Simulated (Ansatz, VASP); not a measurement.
## Two plane-wave programs on Al

```
CELL_PARAMETERS angstrom
1.46024 2.52922 0.00000
-2.92049 0.00000 0.00000
0.00000 0.00000 29.33286
ATOMIC_POSITIONS crystal
Al 0.66667 0.33333 0.54685
Al 0.33333 0.66667 0.62478
Al 0.00000 0.00000 0.70409
Al 0.66667 0.33333 0.78312
```

Alike in both runs: task single point; functional PBE; dispersion D3(BJ); k mesh 15 × 15 × 1; occupations methfessel-paxton of order 1, width 0.1 eV; no spin polarisation.

```csv
,VASP,Ansatz
version,VASP 6.6.1,Ansatz 0.2.0
potentials or method,"VASP PAW PBE potentials, release 64 (Al)","scalar-relativistic, plane waves, PAW"
plane-wave cutoff (eV),520,420
valence electrons in the cell,12,12
```

```csv
,VASP,Ansatz,Ansatz less VASP
gap on the k mesh at the Fermi level (eV),none,none,-
rms of the force components (eV/Å),0.092,0.092,0.0000
```

Atom by atom the forces differ by 0.000 eV/Å (rms over components). A gap of «none» marks a metal or a gap that the smearing closes. Ansatz warned: «xc_potential_rough_in_thin_density».
